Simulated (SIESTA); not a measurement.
Mg:

```
Mg
1.0
     3.17683    0.00000    0.00000
    -1.58841    2.75121    0.00000
     0.00000    0.00000   10.31886
Mg
4
Cartesian
  1.5884 0.9171 7.7391
  0.0000 0.0000 5.1594
  0.0000 1.8341 2.5797
  0.0000 0.0000 0.0000
```

Base run:

| Property | Result |
| --- | --- |
| Program | SIESTA 5.4.2 |
| Functional | PBEsol |
| Potentials or basis | PseudoDojo 0.4 standard (PBEsol files) |
| Basis | DZP (energy shift 0.003 Ry; two zetas on semicore shells) |
| Grid cutoff | 800 Ry |
| Energy shift | 0.003 Ry |
| k mesh | 10 × 10 × 3 |
| Occupations | fermi-dirac, width 0.05 eV |
| Spin | no spin polarisation |

Its results: band gap on the k mesh none (metal or under the smearing width); pressure 1.8 GPa.

Problem. The run is repeated on the same cell with these changes: functional from PBEsol to LDA; potentials or basis from PseudoDojo 0.4 standard (PBEsol files) to PseudoDojo 0.4 standard (LDA files). What comes out?

Solution. Band gap on the k mesh none (metal or under the smearing width); pressure 0.4 GPa.

Caveats: the basis of atomic orbitals isn't converged, which shifts pressures, moduli and gaps.

Not every run made on this cell is shown here.
